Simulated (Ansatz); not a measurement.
Runs of Ansatz 0.2.0 on Ti. Symmetry: P6/mmm, No. 191, hexagonal system. Conventional cell: a = 4.567 Å, b = 4.567 Å, c = 2.826 Å, α = 90.00°, β = 90.00°, γ = 120.00°. Ti (site symmetry -6m2) has 11 Ti at 2.64 to 2.99 Å as nearest neighbours. Ti (site symmetry 6/mmm) is surrounded by 14 Ti at 2.83 to 2.99 Å. This isn't the form of Ti at room conditions, which is hcp.

```tsv
task	level	cell	k mesh	atoms under strain	points for each segment of the path	gap on the mesh (eV)	pressure (GPa)	relaxed volume (Å³/atom)
relaxation of cell and atoms	revPBE	relaxed	7 × 7 × 9	-	-	none	0.0	17.51
elastic constants	LDA	as given	5 × 5 × 7	relaxed	-	none	-8.0	-
band structure	BLYP	as given	7 × 7 × 9	-	14	none	(a)	-
relaxation of cell and atoms	BLYP	relaxed	7 × 7 × 9	-	-	none	0.0	17.54
```

Alike in all rows: potentials or basis Ansatz PAW; no spin polarisation; cutoff (eV) 420; smearing fermi-dirac 0.05 eV.

Task: Estimate the missing entries.

Result: (a) 3.4.

Caveats: the PAW data sets come from PBE, with cores solved anew for the run's functional, which leaves a small shift of forces and pressure; the plane-wave basis is chosen anew once the cell has moved, so the energies of steps on either side of that aren't comparable (some runs); the cell is more than 3 GPa from zero pressure, which shifts response properties (some runs); elastic constants of metals need much finer meshes, so these are rough (some runs).

A gap of «none» marks a metal or a gap under the smearing width.

Runs at the PBE level aren't shown here.
